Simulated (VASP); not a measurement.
# Pt (Fm-3m) in VASP: band structure with PBE

Aim: the band structure of Pt with PBE.

Everything below comes from runs of VASP 6.6.1. Logs are shortened: lines on timing, memory, paths and dates and some standing lists are left out, and cuts for length are marked.

## Step 1: The crystal as given

It takes space group Fm-3m (No. 225, cubic). Conventional cell: a = 3.970 Å, b = 3.970 Å, c = 3.970 Å, α = 90.00°, β = 90.00°, γ = 90.00°. Pt (site symmetry m-3m) is surrounded by 12 Pt at 2.81 Å.

## Step 2: Band structure, PBE

INCAR

```
PREC     = Accurate       # precision mode
ENCUT    = 520            # plane-wave cutoff, eV
EDIFF    = 1E-6           # SCF threshold, eV
ISMEAR   = 0              # smearing method
SIGMA    = 0.1            # smearing width, eV
LREAL    = F              # projectors in reciprocal space
LASPH    = T              # aspherical terms in the spheres
NELM     = 100            # most SCF steps
ALGO     = Normal         # electronic algorithm
ISIF     = 2              # what is computed and relaxed
LWAVE    = F              # write WAVECAR
LCHARG   = F              # write CHGCAR
LMAXMIX  = 4              # l up to which the mixer works
GGA      = PE             # functional
NBANDS   = 11             # bands
```

KPOINTS

```
regular mesh
0
Gamma
  18 18 18
```

POSCAR

```
Pt
1.0
    0.0000000000      1.9850570000      1.9850570000
    1.9850570000      0.0000000000      1.9850570000
    1.9850570000      1.9850570000      0.0000000000
Pt
1
Direct
    0.0000000000      0.0000000000      0.0000000000
```

KPOINTS_OPT

```
path GXWKGLUWLK,UX
10
line-mode
reciprocal
 0.0000000000  0.0000000000  0.0000000000  G
 0.5000000000  0.0000000000  0.5000000000  X

 0.5000000000  0.0000000000  0.5000000000  X
 0.5000000000  0.2500000000  0.7500000000  W

 0.5000000000  0.2500000000  0.7500000000  W
 0.3750000000  0.3750000000  0.7500000000  K

 0.3750000000  0.3750000000  0.7500000000  K
 0.0000000000  0.0000000000  0.0000000000  G

 0.0000000000  0.0000000000  0.0000000000  G
 0.5000000000  0.5000000000  0.5000000000  L

 0.5000000000  0.5000000000  0.5000000000  L
 0.6250000000  0.2500000000  0.6250000000  U

 0.6250000000  0.2500000000  0.6250000000  U
 0.5000000000  0.2500000000  0.7500000000  W

 0.5000000000  0.2500000000  0.7500000000  W
 0.5000000000  0.5000000000  0.5000000000  L

 0.5000000000  0.5000000000  0.5000000000  L
 0.3750000000  0.3750000000  0.7500000000  K

 0.6250000000  0.2500000000  0.6250000000  U
 0.5000000000  0.0000000000  0.5000000000  X
```

Potentials or basis: VASP PAW PBE potentials, release 64 (Pt).

On the command line:

```
> cat potpaw_PBE.64/Pt/POTCAR > POTCAR
> mpirun -np 1 vasp_std > vasp.out
```

OUTCAR:

```text
PREC = Accurate
   ENCUT = 520
   EDIFF = 1E-6
   ISMEAR = 0
   LREAL = F
   LASPH = T
   NELM = 100
   ISIF = 2
   GGA = PE

 ion  position               nearest neighbor table
   1  0.000  0.000  0.000-

  LATTYP: Found a face centered cubic cell.
 ALAT       =     3.9701140000

  Lattice vectors:

 A1 = (   0.0000000000,   1.9850570000,   1.9850570000)
 A2 = (   1.9850570000,   0.0000000000,   1.9850570000)
 A3 = (   1.9850570000,   1.9850570000,   0.0000000000)

Analysis of symmetry for initial positions (statically):
=====================================================================
 Subroutine PRICEL returns:
 Original cell was already a primitive cell.

 Routine SETGRP: Setting up the symmetry group for a
 face centered cubic supercell.

 Subroutine GETGRP returns: Found 48 space group operations
 (whereof 48 operations were pure point group operations)
 out of a pool of 48 trial point group operations.

The static configuration has the point symmetry O_h .

Analysis of symmetry for dynamics (positions and initial velocities):
=====================================================================
 Subroutine PRICEL returns:
 Original cell was already a primitive cell.

 Routine SETGRP: Setting up the symmetry group for a
 face centered cubic supercell.

 Subroutine GETGRP returns: Found 48 space group operations
 (whereof 48 operations were pure point group operations)
 out of a pool of 48 trial point group operations.

The dynamic configuration has the point symmetry O_h .

 Subroutine INISYM returns: Found 48 space group operations
 (whereof 48 operations are pure point group operations),
 and found     1 'primitive' translations

----------------------------------------------------------------------------------------

                                     Primitive cell

  volume of cell :      15.6440

  direct lattice vectors                    reciprocal lattice vectors
     0.000000000  1.985057000  1.985057000    -0.251881936  0.251881936  0.251881936
     1.985057000  0.000000000  1.985057000     0.251881936 -0.251881936  0.251881936
     1.985057000  1.985057000  0.000000000     0.251881936  0.251881936 -0.251881936

  length of vectors
     2.807294531  2.807294531  2.807294531     0.436272310  0.436272310  0.436272310

  position of ions in fractional coordinates (direct lattice)
     0.000000000  0.000000000  0.000000000

  ion indices of the primitive-cell ions
[... 80 lines left out ...]
   ISIF   =      2    stress and relaxation
   ISYM   =      2    0-nonsym 1-usesym 2-fastsym
   POTIM  = 0.5000    time-step for ionic-motion
   TEBEG  =    0.0;   TEEND  =   0.0 temperature during run
   PSTRESS=    0.0 pullay stress
   NELECT =      10.0000    total number of electrons
   NUPDOWN=      -1.0000    fix difference up-down
   EMIN   =  10.00;   EMAX   =-10.00  energy-range for DOS
   EFERMI =   0.00;   METHOD = LEGACY
   ISMEAR =     0;   SIGMA  =   0.10  broadening in eV -4-tet -1-fermi 0-gaus
   EFERMI_NEDOS =   21; number of points for ismear=-14 and -15
   IALGO  =     38    algorithm
   IMIX   =      4    mixing-type and parameters
     AMIX     =   0.40;   BMIX     =  1.00
     AMIX_MAG =   1.60;   BMIX_MAG =  1.00
  volume/ion in A,a.u.               =      15.64       105.57
  Fermi-wavevector in a.u.,A,eV,Ry     =   1.410236  2.664960 27.058805  1.988766
  Thomas-Fermi vector in A             =   2.532211
   LORBIT       =      0    0 simple, 1 ext, 2 COOP (PROOUT), +10 PAW based schemes
   GGA     = PE    functional components
   LHFCALC =     F    Hartree Fock is set to
   AEXX    =    0.0000 exact exchange contribution
   IVDW    =     0    specifies the selected vdW correction
   LEPSILON=     F    determine dielectric tensor
   LRPA    =     F    only Hartree local field effects (RPA)
 non-spin polarized calculation
 Gauss-broadening in eV      SIGMA  =   0.10
  energy-cutoff  :      520.00
  volume of cell :       15.64
 maximum number of plane-waves:       444
 NGX is ok and might be reduce to    24
   NGX = 11   NGY = 11   NGZ = 11

 number of electron      10.0000002 magnetization

 Free energy of the ion-electron system (eV)
  ---------------------------------------------------
  ext. energy  EPLUGINS =         0.00000000
  ---------------------------------------------------
  free energy    TOTEN  =        -6.10004660 eV

  energy without entropy =       -6.08877183  energy(sigma->0) =       -6.09440922

 E-fermi :  10.5734     XC(G=0): -13.2715

 val. band max:       10.5730893680   @ k =  -0.3333   0.3889   0.1111
 cond. band min:      10.5840035523   @ k =   0.4444   0.1111   0.0000
 fundamental gap:      0.0109141844
 Fermi energy:        10.5734192991

 k-point     1 :       0.0000    0.0000    0.0000
  band No.  band energies     occupation
      1       0.7636      2.00000
      2       7.0036      2.00000
      3       7.0036      2.00000
      4       7.0036      2.00000
      5       9.0314      2.00000
      6       9.0314      2.00000
      7      25.3093      0.00000
      8      30.0686      0.00000
      9      30.0686      0.00000
     10      30.0686      0.00000
     11      35.2807      0.00000
[... 309 lines left out ...]
 k-point    24 :      -0.2222    0.0556    0.0000
  band No.  band energies     occupation
      1       2.7504      2.00000
      2       6.5430      2.00000
      3       7.3760      2.00000
      4       7.4395      2.00000
      5       8.8561      2.00000
      6       9.4944      2.00000
      7      24.0522      0.00000
      8      27.0415      0.00000
      9      31.2551      0.00000
     10      32.7695      0.00000
     11      33.9727      0.00000

 [... further k-points ...]

------------------------ aborting loop because EDIFF is reached ----------------------------------------

  FORCE on cell =-STRESS in cart. coord.  units (eV):
  Direction    XX          YY          ZZ          XY          YZ          ZX
  --------------------------------------------------------------------------------------
  -------------------------------------------------------------------------------------
  Total       -0.0488817     -0.0488817     -0.0488817      0.0000000      0.0000000      0.0000000
  in kB       -5.0061970     -5.0061970     -5.0061970      0.0000000      0.0000000      0.0000000
  external PRESSURE =      -5.0061970 kB  Pullay stress =       0.0000000 kB

 VOLUME and BASIS-vectors are now :
 -----------------------------------------------------------------------------
  energy-cutoff  :      520.00
  volume of cell :       15.64
      direct lattice vectors                 reciprocal lattice vectors
     0.000000000  1.985057000  1.985057000    -0.251881936  0.251881936  0.251881936
     1.985057000  0.000000000  1.985057000     0.251881936 -0.251881936  0.251881936
     1.985057000  1.985057000  0.000000000     0.251881936  0.251881936 -0.251881936

 POSITION                                       TOTAL-FORCE (eV/Angst)
 -----------------------------------------------------------------------------------
      0.00000      0.00000      0.00000        -0.000000      0.000000      0.000000
 -----------------------------------------------------------------------------------
    total drift:                               -0.000000      0.000000     -0.000000

  FREE ENERGIE OF THE ION-ELECTRON SYSTEM (eV)
  ---------------------------------------------------
  free  energy   TOTEN  =        -6.1000466041 eV

  energy  without entropy=       -6.0887718334  energy(sigma->0) =       -6.09440922
```

stdout:

```text
POSCAR found type information on POSCAR Pt
 POSCAR found :  1 types and       1 ions
 scaLAPACK will be used
 LDA part: xc-table for (Slater+PW92), standard interpolation
 POSCAR, INCAR and KPOINTS ok, starting setup
 FFT: planning ... GRIDC
 FFT: planning ... GRID_SOFT
 FFT: planning ... GRID
 WAVECAR not read
 entering main loop
 Start KPOINTS_OPT (optional k-point list driver)
k-point batch [1-100\100]
```

It took 31 s on 1 thread of Intel Xeon Platinum 8259CL at 2.50GHz (Skylake/Cascade Lake), shared host; peak memory 0.18 GiB.

What came out:

```
Free energy             : -6.1000 eV
Pressure                : -0.5 GPa
Band gap along the path : none (metal or under the smearing width)
```

Levels at the corners of the path, in eV from the Fermi level:
| point | band 2 | band 3 | band 4 | band 5 | band 6 | band 7 | band 8 | band 9 |
| --- | --- | --- | --- | --- | --- | --- | --- | --- |
| Γ | -3.57 | -3.57 | -3.57 | -1.54 | -1.54 | 14.74 | 19.50 | 19.50 |
| X | -6.25 | -0.01 | 0.45 | 0.45 | 1.85 | 8.49 | 11.28 | 11.28 |
| X | -6.25 | -0.01 | 0.45 | 0.45 | 1.85 | 8.49 | 11.28 | 11.28 |
| W | -4.29 | -4.29 | -1.88 | 0.46 | 6.87 | 8.10 | 8.10 | 11.74 |
| W | -4.29 | -4.29 | -1.88 | 0.46 | 6.87 | 8.10 | 8.10 | 11.74 |
| K | -5.16 | -2.68 | -1.24 | -0.17 | 5.60 | 6.55 | 9.79 | 14.41 |
| K | -5.16 | -2.68 | -1.24 | -0.17 | 5.60 | 6.55 | 9.79 | 14.41 |
| Γ | -3.57 | -3.57 | -3.57 | -1.54 | -1.54 | 14.74 | 19.50 | 19.50 |
| Γ | -3.57 | -3.57 | -3.57 | -1.54 | -1.54 | 14.74 | 19.50 | 19.50 |
| L | -3.63 | -3.63 | -0.32 | 0.03 | 0.03 | 5.56 | 14.29 | 18.73 |
| L | -3.63 | -3.63 | -0.32 | 0.03 | 0.03 | 5.56 | 14.29 | 18.73 |
| U | -5.16 | -2.68 | -1.24 | -0.17 | 5.60 | 6.55 | 9.79 | 14.41 |
| U | -5.16 | -2.68 | -1.24 | -0.17 | 5.60 | 6.55 | 9.79 | 14.41 |
| W | -4.29 | -4.29 | -1.88 | 0.46 | 6.87 | 8.10 | 8.10 | 11.74 |
| W | -4.29 | -4.29 | -1.88 | 0.46 | 6.87 | 8.10 | 8.10 | 11.74 |
| L | -3.63 | -3.63 | -0.32 | 0.03 | 0.03 | 5.56 | 14.29 | 18.73 |
| L | -3.63 | -3.63 | -0.32 | 0.03 | 0.03 | 5.56 | 14.29 | 18.73 |
| K | -5.16 | -2.68 | -1.24 | -0.17 | 5.60 | 6.55 | 9.79 | 14.41 |
| U | -5.16 | -2.68 | -1.24 | -0.17 | 5.60 | 6.55 | 9.79 | 14.41 |
| X | -6.25 | -0.01 | 0.45 | 0.45 | 1.85 | 8.49 | 11.28 | 11.28 |

Caveat: spin-orbit coupling is left out, which moves the levels of the heavy elements.
